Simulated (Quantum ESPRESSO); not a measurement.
# Fe under changes of volume

One of the cells (12.019 Å³/atom); the others are scaled copies at fixed shape and fractional positions:

```xyz
1
Lattice="-1.4430 1.4430 1.4430 1.4430 -1.4430 1.4430 1.4430 1.4430 -1.4430" Properties=species:S:1:pos:R:3 pbc="T T T"
Fe    0.0000    0.0000    0.0000
```

```yaml
Program: Quantum ESPRESSO 7.5
Functional: PBE
Dispersion: D3(BJ)
Potentials_or_basis: PseudoDojo 0.4.1 SR PBE standard
Cutoff: 1225 eV
Density_cutoff: 4898 eV
k_mesh: 13 × 13 × 13
Occupations: fermi-dirac, width 0.05 eV
Spin: collinear spin, ferromagnetic start
Starting_moments: "[3.0] μB"
```

| volume (Å³/atom) | energy over the lowest point (meV/atom) | pressure (GPa) | moment (μB per cell) |
| --- | --- | --- | --- |
| 11.298 | 0.00 | -2.3 | 2.21 |
| 11.538 | 5.50 | -5.2 | 2.29 |
| 11.778 | 14.97 | -7.6 | 2.36 |
| 12.019 | 27.74 | -8.8 | 2.46 |
| 12.259 | 40.82 | -9.8 | 2.56 |
| 12.499 | 56.39 | -11.8 | 2.61 |
| 12.740 | ? | ? | ? |

Problem. What does the run at 12.740 Å³/atom give?

Solution. Energy over the lowest point 75.32 meV/atom; pressure -14.0 GPa; moment 2.63 μB per cell.

Worked out: A Birch-Murnaghan fit of order 3 (a polynomial in V^(-2/3)) to the other rows has its minimum at 11.15 Å³/atom, just outside them, with B0 = V·E''(V) = 184 GPa (rough, since the energies scatter). It gives 71.75 meV/atom at 12.740 Å³/atom, against the run's 75.32, and -dE/dV = -10.3 GPa, against -14.0. A parabola through the other rows of the moment, of slope 0.33 μB per Å³/atom there, extrapolates to 2.70 μB, against the run's 2.63.

Energies are extrapolated to zero smearing.

Caveats: pairwise dispersion overbinds metals, which lowers pressure and volume.
